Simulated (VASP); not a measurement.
Write the native input for VASP 6.6.1 that does the following.

```
Task                   : density of states
Functional             : LMBJ
Potentials or basis    : VASP PAW PBE potentials, release 64 (Mg_pv)
Cutoff                 : 520 eV
k mesh                 : 10 × 10 × 5
Occupations            : tetrahedron
Spin                   : no spin polarisation
Further INCAR settings : ALGO = Normal; EDIFF = 1e-06; NBANDS = 15
```

The structure of Mg lies in POSCAR:

```
Mg
 1.0000000000000000
     3.2092999999999998    0.0000000000000000    0.0000000000000000
    -1.6046499999999992    2.7793353283653990    0.0000000000000000
     0.0000000000000000    0.0000000000000000    5.2103000000000002
 Mg 
   2
Cartesian
  1.6046500001604651  0.9264451093624885  3.9077250000000001
 -0.0000000001604645  1.8528902190029106  1.3025750000000000
```

These files were run (other wordings do the same):

Mg.cif

```cif
data_Mg
_cell_length_a 3.20930000
_cell_length_b 3.20930000
_cell_length_c 5.21030000
_cell_angle_alpha 90.00000000
_cell_angle_beta 90.00000000
_cell_angle_gamma 120.00000000
_space_group_name_H-M_alt 'P6_3/mmc'
_space_group_name_Hall '-P 6c 2c'
_space_group_IT_number 194
loop_
_space_group_symop_operation_xyz
'x,y,z'
'-x,-y,-z'
'x-y,x,z+1/2'
'-x+y,-x,-z+1/2'
'-y,x-y,z'
'y,-x+y,-z'
'-x,-y,z+1/2'
'x,y,-z+1/2'
'-x+y,-x,z'
'x-y,x,-z'
'y,-x+y,z+1/2'
'-y,x-y,-z+1/2'
'-y,-x,-z+1/2'
'y,x,z+1/2'
'-x,-x+y,-z'
'x,x-y,z'
'-x+y,y,-z+1/2'
'x-y,-y,z+1/2'
'y,x,-z'
'-y,-x,z'
'x,x-y,-z+1/2'
'-x,-x+y,z+1/2'
'x-y,-y,-z'
'-x+y,y,z'
loop_
_atom_site_label
_atom_site_type_symbol
_atom_site_symmetry_multiplicity
_atom_site_Wyckoff_symbol
_atom_site_fract_x
_atom_site_fract_y
_atom_site_fract_z
_atom_site_occupancy
Mg1 Mg 2 c 0.6666666667 0.3333333333 0.7500000000 1
```

INCAR.step1

```
SYSTEM = Mg
  PREC = Accurate
  ENCUT = 520
  EDIFF = 1E-5
  ISMEAR = 0
  SIGMA = 0.1
  LREAL = .FALSE.
  LASPH = .TRUE.
  NELM = 100
  ALGO = Normal
  ISIF = 2
  LWAVE = .TRUE.
  LCHARG = .FALSE.
  NBANDS = 15
  GGA = PE
```

INCAR.step2

```
SYSTEM = Mg
  PREC = Accurate
  ENCUT = 520
  EDIFF = 1E-6
  ISMEAR = -5
  SIGMA = 0.1
  LREAL = .FALSE.
  LASPH = .TRUE.
  NELM = 100
  ALGO = Normal
  ISIF = 2
  LWAVE = .FALSE.
  LCHARG = .FALSE.
  METAGGA = LMBJ
  LORBIT = 10
  NBANDS = 15
  ISTART = 1
  NEDOS = 1001
```

KPOINTS

```
regular mesh
0
G
  10 10 5
  0 0 0
```

Potentials or basis: VASP PAW PBE potentials, release 64 (Mg_pv).

Command:

```sh
$ ase convert -i cif -o vasp Mg.cif POSCAR
$ cat potpaw_PBE.64/Mg_pv/POTCAR > POTCAR
$ cp INCAR.step1 INCAR
$ mpirun -np 1 vasp_std > vasp.out
$ cp INCAR.step2 INCAR
$ mpirun -np 1 vasp_std > vasp.out
```

It gave:

The band gap on the k mesh is none (metal or under the smearing width) and the valence electrons inside the program's atomic spheres are Mg 6.33.

Wall time 35 s on 1 thread of AMD EPYC 9R45 (Zen 5), with other jobs on the host, peak memory 0.14 GiB.
